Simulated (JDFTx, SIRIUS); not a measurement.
# Sb: programs and potentials compared

```
Sb
1.0
     2.15420    1.24373    3.75800
    -2.15420    1.24373    3.75800
     0.00000   -2.48746    3.75800
Sb
2
Direct
  0.76651 0.76651 0.76651
  0.23349 0.23349 0.23349
```

Alike in all runs: task single point; functional PBE; k mesh 4 × 4 × 4; occupations fermi-dirac, width 0.05 eV; no spin polarisation; no spin-orbit coupling. Pressure is positive in compression and, in plane waves, holds the error of the finite cutoff.

```csv
program and potentials,plane-wave cutoff (eV),notes,pressure (GPa),largest force (eV/Å)
"SIRIUS, in-house norm-conserving set, PBE (scalar relativistic)",1102,15 valence electrons an atom on average,2.76,0.068
"SIRIUS, SG15 1.2 PBE (norm-conserving)",1102,15 valence electrons an atom on average,2.80,0.047
"SIRIUS, PseudoDojo 0.5 PBE standard (scalar relativistic)",1102,15 valence electrons an atom on average,2.76,0.051
"SIRIUS, GBRV 1.5 PBE (ultrasoft)",557,15 valence electrons an atom on average,2.76,0.065
"SIRIUS, SPMS 1.0 PBE (norm-conserving)",1102,15 valence electrons an atom on average,2.80,0.058
"JDFTx, PseudoDojo-SR-PBE-0.4.1-standard with smoothed tails",1088,15 valence electrons an atom on average,2.72,0.051
"SIRIUS, PseudoDojo 0.5 PBE stringent (scalar relativistic)",1361,23 valence electrons an atom on average,?,?
```

**Question.** Estimate from the other rows what the run with SIRIUS, PseudoDojo 0.5 PBE stringent (scalar relativistic) gave.

**Answer.** Pressure 2.77 GPa; largest force 0.068 eV/Å. The other rows, which needn't bracket it: pressure 2.72 to 2.80; largest force 0.047 to 0.068.
